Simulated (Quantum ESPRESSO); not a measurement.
The system is Zr.

```
Zr
1.0
     3.23200    0.00000    0.00000
    -1.61600    2.79899    0.00000
     0.00000    0.00000    5.14700
Zr
2
Direct
  0.66667 0.33333 0.75000
  0.33333 0.66667 0.25000
```

Base run:

| Property | Result |
| --- | --- |
| Program | Quantum ESPRESSO 7.5 |
| Functional | PBEsol |
| Potentials or basis | PseudoDojo 0.4.1 SR PBEsol standard |
| Cutoff | 898 eV |
| Density cutoff | 3592 eV |
| k mesh | 9 × 9 × 5 |
| Occupations | fermi-dirac, width 0.05 eV |
| Spin | no spin polarisation |

Its results: band gap on the k mesh none (metal or under the smearing width); pressure -3.2 GPa.

Task: The run is repeated on the same cell with these changes: functional from PBEsol to LDA; potentials or basis from PseudoDojo 0.4.1 SR PBEsol standard to PseudoDojo 0.4.1 SR LDA standard; cutoff from 898 eV to 952 eV; density cutoff from 3592 eV to 3810 eV. What comes out?

Result: Band gap on the k mesh none (metal or under the smearing width); pressure -6.0 GPa.
